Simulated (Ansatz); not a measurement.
# Relaxing V

Level of theory: DFT r2SCAN, scalar-relativistic, plane waves, PAW (Ansatz 0.2.0). Cutoff 500 eV, Γ-centred k mesh, Gaussian smearing, no spin polarisation in the final step.

V was placed on the trigonal selenium structure type (P3_121, No. 152), at a guessed volume.

```yaml
crystal:
  lattice:
    - [3.50893, 0.00000, 0.00000]
    - [-1.75447, 3.03882, 0.00000]
    - [0.00000, 0.00000, 3.98100]
  atoms:
    - { symbol: V, position: [0.22540, 0.00000, 0.33333] }
    - { symbol: V, position: [0.00000, 0.22540, 0.66667] }
    - { symbol: V, position: [0.77460, 0.77460, 0.00000] }
```

Cell and atoms relax at zero pressure; the relaxation can't lower the symmetry of the start. After a coarse first stage the cell is made exact in the group found at 0.06 Å.

(1) Which crystal results?

(2) What are its volume, density and gap?

Answers

(1) It ends in Im-3m (No. 229). The result has the bcc structure. Conventional cell: a = 2.982 Å. Around V lie 8 V at 2.58 Å and 6 V at 2.98 Å.

```cif
data_structure
_symmetry_space_group_name_H-M 'Im-3m'
_symmetry_Int_Tables_number 229
_cell_length_a 2.9822
_cell_length_b 2.9822
_cell_length_c 2.9822
_cell_angle_alpha 90.000
_cell_angle_beta 90.000
_cell_angle_gamma 90.000
_cell_volume 26.52
loop_
_atom_site_label
_atom_site_type_symbol
_atom_site_symmetry_multiplicity
_atom_site_Wyckoff_symbol
_atom_site_fract_x
_atom_site_fract_y
_atom_site_fract_z
_atom_site_occupancy
V1 V 2 a 0.00000 0.00000 0.00000 1
```

(2) The volume per atom is 13.26 Å³. The density is 6.38 g/cm³. The gap on the 27×27×27 mesh is 0 eV (a metal).

The final run used a 27×27×27 mesh on its 1-atom cell and 0.10 eV smearing. Symmetry constrained the relaxation, so the result can be a saddle point. The steps took about 3 core-minutes in all.